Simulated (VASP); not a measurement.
Input of a VASP 6.6.1 run:

File POSCAR:

```
NaF
1.0
    0.0000000000      2.2506487970      2.4757136767
    2.2506487970      0.0000000000      2.4757136767
    2.2506487970      2.2506487970      0.0000000000
Na F
1 1
Direct
    0.0000000000      0.0000000000      0.0000000000
    0.5000000000      0.5000000000      0.5000000000
```

The input INCAR.step1:

```
SYSTEM = NaF
ALGO     = Normal         ! electronic algorithm
EDIFF    = 1E-4           ! SCF threshold, eV
ENCUT    = 520            ! plane-wave cutoff, eV
GGA      = PE             ! functional
ISMEAR   = 0              ! smearing method
LASPH    = .TRUE.         ! aspherical terms in the spheres
LCHARG   = .FALSE.        ! write CHGCAR
LREAL    = .FALSE.        ! projectors in reciprocal space
LWAVE    = .TRUE.         ! write WAVECAR
NBANDS   = 14             ! bands
NELM     = 60             ! most SCF steps
PREC     = Accurate       ! precision mode
SIGMA    = 0.05           ! smearing width, eV
```

INCAR.step2

```
SYSTEM = NaF
ALGO     = Normal         ! electronic algorithm
EDIFF    = 1E-6           ! SCF threshold, eV
ENCUT    = 520            ! plane-wave cutoff, eV
ISIF     = 2              ! what is computed and relaxed
ISMEAR   = 0              ! smearing method
ISTART   = 1            
LASPH    = .TRUE.         ! aspherical terms in the spheres
LCHARG   = .FALSE.        ! write CHGCAR
LMIXTAU  = .TRUE.       
LREAL    = .FALSE.        ! projectors in reciprocal space
LWAVE    = .FALSE.        ! write WAVECAR
METAGGA  = R2SCAN         ! meta-GGA
NBANDS   = 14             ! bands
NELM     = 60             ! most SCF steps
PREC     = Accurate       ! precision mode
SIGMA    = 0.05           ! smearing width, eV
```

The input KPOINTS:

```
k-points
0
G
  10 10 10
  0 0 0
```

Potentials or basis: VASP PAW PBE potentials, release 64 (Na_pv, F).

The run is started by

```console
$ cat potpaw_PBE.64/Na_pv/POTCAR potpaw_PBE.64/F/POTCAR > POTCAR
$ cp INCAR.step1 INCAR
$ mpirun -np 1 vasp_std > vasp.out
$ cp INCAR.step2 INCAR
$ mpirun -np 1 vasp_std > vasp.out
```

Q: Estimate the pressure.

A: -1.1 GPa.

Q: Predict the band gap on the k mesh.

A: 7.09 eV, direct.

Stress tensor (GPa, compression positive):
```
 1.05  0.00  0.00
 0.00  1.05  0.00
 0.00  0.00 -5.45
```

Caveat: the PAW data sets were made with another functional, which shifts forces and pressure a little. r2SCAN opens gaps a little over a GGA but as a rule still falls short of measured ones.
